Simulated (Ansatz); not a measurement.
Equation of state of Nb under PBEsol

```
Nb
1.0
    -1.66395    1.66395    1.66395
     1.66395   -1.66395    1.66395
     1.66395    1.66395   -1.66395
Nb
1
Direct
  0.00000 0.00000 0.00000
```

The cell was scaled at fixed shape and fractions and run with Ansatz, Ansatz PAW, cutoff 420 eV; PBEsol, k mesh 11 × 11 × 11 on the cell of 1 atom, fermi-dirac occupations of 0.05 eV, spin-orbit coupling, no magnetisation. The potentials were made for PBE. Energies are those that the program minimises, any entropy of the smearing included. For a metal such a mesh isn't converged to the digits shown.

```csv
V (Å³/atom),energy over the lowest row (meV/atom)
17.3224,2.10
17.6910,0.00
18.0595,6.38
18.4281,?
18.7967,41.88
19.1652,69.71
19.5338,103.45
```

Fit the third-order Birch-Murnaghan form, give V0, B0 and B′, and predict the energy left open.

With y = (V0/V)^(2/3), E = E0 + (9 V0 B0/16) [(y - 1)³ B′ + (y - 1)² (6 - 4y)]. Least squares through the rows shown give V0 = 17.5938 Å³/atom, E0 = -0.31 meV, B0 = 181.0 GPa (1 eV/Å³ = 160.218 GPa) and B′ = 3.31, with a largest miss of 0.05 meV. At V = 18.4281 the form with these constants gives 20.59 meV; the run gave 20.56 meV an atom. Measured volume: 17.9 Å³/atom (arxiv:1906.07796), so the fit lies -1.7 % from it. Measured modulus: 169 GPa (arxiv:1910.08312), so the fit lies +7.1 % from it. The runs are for a static lattice.

The fit describes a slightly overbound niobium, with a smaller volume and a larger bulk modulus than measured. The two deviations belong together. Because B′ is positive, the modulus falls as the lattice expands, and following the fitted curve out to the measured volume would remove most of the excess stiffness. The error therefore lies mainly in where the minimum sits, and much less in the curvature at a given volume.

The high modulus itself reflects the partly filled 4d band, in which mostly bonding states are occupied; their cohesion pulls the atoms together against the repulsion of the cores and the kinetic pressure of the sp electrons. PBEsol weakens the gradient correction to exchange relative to PBE, which favours denser solids and probably accounts for part of the contraction.

The close prediction of the omitted energy supports a smooth interpolation between neighbouring volumes. With only one row on the compressed side of the minimum, however, B′ rests largely on expansion and is a weak guide to behaviour under high pressure.
